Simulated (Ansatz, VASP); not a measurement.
**Ti: VASP beside Ansatz**

```
Ti
1.0
    -1.60947    1.60947    1.60947
     1.60947   -1.60947    1.60947
     1.60947    1.60947   -1.60947
Ti
1
Cartesian
  0.0000 0.0000 0.0000
```

Alike in both runs: task single point; functional r2SCAN; k mesh 18 × 18 × 18; occupations gaussian, width 0.1 eV; no spin polarisation.

|  | VASP | Ansatz |
| --- | --- | --- |
| version | VASP 6.6.1 | Ansatz 0.2.0 |
| potentials or method | VASP PAW PBE potentials, release 64 (Ti_sv) | scalar-relativistic, plane waves, PAW |
| plane-wave cutoff (eV) | 520 | 500 |
| valence electrons in the cell | 12 | 12 |

|  | VASP | Ansatz | Ansatz less VASP |
| --- | --- | --- | --- |
| gap on the k mesh at the Fermi level (eV) | none | none | - |
| pressure (GPa) | 3.9 | 3.6 | -0.34 |

A gap of «none» marks a metal or a gap that the smearing closes.

Caveats: the PAW data sets were made with another functional, which shifts forces and pressure a little (VASP).
